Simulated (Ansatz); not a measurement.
# HfO2: relaxation of cell and atoms with PBE

The system is HfO2.

```
Hf O
1.0
     5.21946    0.00000    0.00000
     0.00000    5.00476    0.00000
     0.00000    0.00000    5.03269
Hf O
4 8
Direct
  0.96699 0.73252 0.74144
  0.53301 0.73252 0.24144
  0.46699 0.26748 0.74144
  0.03301 0.26748 0.24144
  0.63213 0.92865 0.87927
  0.86787 0.92865 0.37927
  0.23395 0.53988 0.49229
  0.26605 0.53988 0.99229
  0.76605 0.46012 0.99229
  0.73395 0.46012 0.49229
  0.13213 0.07135 0.87927
  0.36787 0.07135 0.37927
```

Measurements of this composition are mostly on another form, of space group No. 14.

```json
{
 "Program": "Ansatz 0.2.0",
 "Task": "relaxation of cell and atoms",
 "Functional": "PBE",
 "Potentials or basis": "Ansatz PAW",
 "Cutoff": "420 eV (not typed: the program's choice for these potentials)",
 "k mesh": "5 × 6 × 5",
 "Occupations": "fermi-dirac, width 0.05 eV",
 "Spin": "no spin polarisation"
}
```

The relaxed volume is 11.41 Å³/atom. The relaxed cell is a = 5.294 Å, b = 5.069 Å, c = 5.101 Å, α = 90.00°, β = 90.00°, γ = 90.00°. The space group after relaxing (to 0.05 Å) is Pca2_1 (No. 29). The energy gained by relaxing is 12.8 meV/atom. The ionic steps are 9. The pressure after relaxing is 0.0 GPa and the band gap on the k mesh is 4.38 eV.

Step by step:
```tsv
step	energy change (eV)	largest force (eV/Å)	volume (Å³)
1	0.0000	0.1166	131.46
2	-0.1086	0.0577	137.38
3	-0.1196	0.0465	136.46
4	-0.1209	0.0276	136.42
5	-0.1209	0.0280	136.66
6	-0.1211	0.0015	136.64
7	-0.1540	0.0035	136.64
8	-0.1531	0.0012	136.88
9	-0.1541	0.0013	136.88
```

Final structure:
```
CELL_PARAMETERS angstrom
5.29358 0.00000 0.00000
0.00000 5.06907 0.00000
0.00000 0.00000 5.10116
ATOMIC_POSITIONS crystal
Hf 0.96740 0.73370 0.74000
Hf 0.53260 0.73370 0.24000
Hf 0.46740 0.26630 0.74000
Hf 0.03260 0.26630 0.24000
O 0.63459 0.93239 0.88316
O 0.86541 0.93239 0.38316
O 0.22923 0.53721 0.48984
O 0.27077 0.53721 0.98984
O 0.77077 0.46279 0.98984
O 0.72923 0.46279 0.48984
O 0.13459 0.06761 0.88316
O 0.36541 0.06761 0.38316
```

It took 110 s on 2 threads of INTEL(R) XEON(R) PLATINUM 8581C CPU @ 2.10GHz (Emerald Rapids), with other jobs on the host, peak memory 0.71 GiB.

Caveat: odd divisions of the mesh miss points on the zone boundary, where band edges often lie, so the gap on the mesh can be too wide; the plane-wave basis is chosen anew once the cell has moved, so the energies of steps on either side of that aren't comparable; the pressure holds a Pulay correction of +0.8 GPa for the finite cutoff; spin-orbit coupling is left out, which moves the levels of the heavy elements. A k mesh can miss the band edges.
